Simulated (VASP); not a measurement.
Sn:

```
CELL_PARAMETERS angstrom
0.00000 3.26858 3.26858
3.26858 0.00000 3.26858
3.26858 3.26858 0.00000
ATOMIC_POSITIONS crystal
Sn 0.00000 0.00000 0.00000
Sn 0.25000 0.25000 0.25000
```

The cell was built by a generator and needn't be a form met in nature.

Base run:

```yaml
Program: VASP 6.6.1
Functional: r2SCAN
Potentials_or_basis: VASP PAW PBE potentials, release 64 (Sn_d)
Cutoff: 520 eV
k_mesh: 10 × 10 × 10
Occupations: gaussian, width 0.03 eV
Spin: no spin polarisation
```

Its results: pressure 0.5 GPa.

**Question.** The run is repeated on the same cell with these changes: functional from r2SCAN to PBEsol. What comes out?

**Answer.** Pressure 0.0 GPa.

Caveats: the PAW data sets were made with another functional, which shifts forces and pressure a little.
